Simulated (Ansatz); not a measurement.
Input for Ansatz (plane-wave DFT, PAW):

```yaml
crystal:
  lattice:
    - [1.765105025, -6.759281535, 0.0]
    - [1.765105025, 6.759281535, 0.0]
    - [0.0, 0.0, 3.56517397]
  atoms:
    - { symbol: Ti, position: [0.89688192, 0.10311808, 0.75] }
    - { symbol: Ti, position: [0.10311808, 0.89688192, 0.25] }
    - { symbol: Si, position: [0.55825145, 0.44174855, 0.75] }
    - { symbol: Si, position: [0.44174855, 0.55825145, 0.25] }
    - { symbol: Si, position: [0.24968518, 0.75031482, 0.75] }
    - { symbol: Si, position: [0.75031482, 0.24968518, 0.25] }
basis:
  ecutwfc: 420
kpoints:
  mp_grid: { grid: [10, 10, 10] }
hamiltonian:
  xc: pbe
scf:
  occupations: { method: gaussian, width: 0.1 }
output:
  forces: true
  stress: true
  eigenvalues: true
  write_density: true
  write_potential: true
  elf: true
  volumetric_format: npy
relax:
  adjacent_minimum: "off"
  f_tol: 0.01
  max_steps: 80
  cell: { stress_tol: 0.05 }
```

Launched with
```bash
ansatz run input.yaml --threads 4 --pin off --max-ram 9216MiB --backend cpu --events-out ev --progress --plain --runs-dir out
```

All numbers below come from DFT PBE, scalar-relativistic, plane waves, PAW (Ansatz 0.2.0).

Abridged output (final results; tables in files aren't shown):

```
SCF 6 converged in 8 iterations: F = -7545.971397 eV  dr2 = 6.27e-16
SCF converged after 8 iterations
Free energy (F): -7545.971397 eV
Harris-Foulkes:  -7545.971397 eV  (|F-HF|=0.00e0)
Internal energy: -7545.964017 eV  (E = F + TS)
E sigma→0 (E₀):  -7545.967707 eV
Entropy (-TS):   -0.007380 eV (-1.230 meV/atom)
Fermi energy:    12.774311 eV
--- Per-component energies (eV) ---
  E_band       = -230.256527
  E_kinetic    = 718.892561
  E_local      = -2080.433409  (includes V_loc(G=0)·N_el)
  E_nonlocal   = 118.418742
  E_hartree    = 903.152933
  E_xc         = -422.749354
  E_vxc        = -440.549431  (∫ρ·V_xc dr)
  E_paw        = -4146.860720  (= ΣΔE_a)
  E_vpaw       = -352.891141  (= ΣTr[D̂ρ^β])
  E_aug_tail   = 0.000285  (compensation charges beyond the density's cutoff)
  E_ewald      = -2636.385054
  E_smearing   = -0.007380  (= −TS)
--- Forces (eV/Å), atoms counted from 1 ---
  atom   1  Ti     0.00000000    -0.00021374     0.00000000
  atom   2  Ti     0.00000000     0.00021374     0.00000000
  atom   3  Si     0.00000000     0.00079843     0.00000000
  atom   4  Si     0.00000000    -0.00079843     0.00000000
  atom   5  Si     0.00000000    -0.00029948     0.00000000
  atom   6  Si     0.00000000     0.00029948     0.00000000
--- Stress (GPa, compression-positive) ---
        0.011922       0.000000       0.000000
        0.000000      -0.004894       0.000000
        0.000000       0.000000      -0.002644
  P = ⅓ Tr σ = 0.0015 GPa (0.015 kbar)
--- Band table (eV; the first three rows and the last of 186) ---
  k-point 0: bands = ["-44.0389", "-44.0301", "-20.3891", "-20.3539", "-20.3474", "-20.3416", "-20.3222", "-20.3053", "-0.2200", "2.0035", "4.2675", "9.4013", "9.7184", "9.8736", "10.2695", "10.2812", "10.6608", "10.7269", "10.7459", "13.2453", "13.4809", "13.5855", "13.6678", "14.1032", "14.1808", "14.8509"]
  k-point 1: bands = ["-44.0383", "-44.0299", "-20.3877", "-20.3541", "-20.3530", "-20.3414", "-20.3274", "-20.3052", "-0.1023", "2.1031", "4.3733", "8.2506", "9.2583", "9.9395", "10.2523", "10.6833", "10.6913", "10.7330", "11.1207", "12.9996", "13.3057", "13.4994", "13.8497", "14.4997", "14.5023", "14.8756"]
  k-point 2: bands = ["-44.0368", "-44.0297", "-20.3856", "-20.3704", "-20.3508", "-20.3409", "-20.3388", "-20.3064", "0.2477", "2.4010", "4.6503", "6.8319", "8.0221", "9.9818", "10.1181", "10.6866", "10.8184", "10.9126", "11.8989", "12.5655", "13.0587", "13.2232", "14.2716", "14.3493", "14.8979", "15.0042"]
  k-point 185: bands = ["-44.0310", "-44.0310", "-20.4089", "-20.4089", "-20.3423", "-20.3423", "-20.3267", "-20.3267", "2.9692", "2.9692", "3.5998", "3.5998", "9.2242", "9.2242", "9.4619", "9.4619", "10.7537", "10.7537", "11.9200", "11.9200", "13.2428", "13.2428", "14.4322", "14.4322", "15.1827", "15.1827"]
--- Relaxed structure (5 steps of the walk, 5 accepted, 1 SCFs on fresh bases) ---
  F+E_penalty+E_count = -7545.97139667 eV   max|allowed force component| = 7.984e-4 eV/Å   (the final SCF, on the basis selected at the relaxed cell)
  cell:  # Å, volume = 86.0946 Å³
    - [1.77380392, -6.78034287, 0.0]
    - [1.77380392, 6.78034287, 0.0]
    - [0.0, 0.0, 3.57922214]
  atoms:
    - { symbol: Ti, position: [0.89681894, 0.10318105, 0.75] }
    - { symbol: Ti, position: [0.10318105, 0.89681894, 0.25] }
    - { symbol: Si, position: [0.55914752, 0.44085247, 0.75] }
    - { symbol: Si, position: [0.44085247, 0.55914752, 0.25] }
    - { symbol: Si, position: [0.24982813, 0.75017186, 0.75] }
    - { symbol: Si, position: [0.75017186, 0.24982813, 0.25] }
```

The relaxation met its thresholds.

It took 40 s on 4 threads of Arm Neoverse V1, with other jobs on the host, peak memory 0.67 GiB.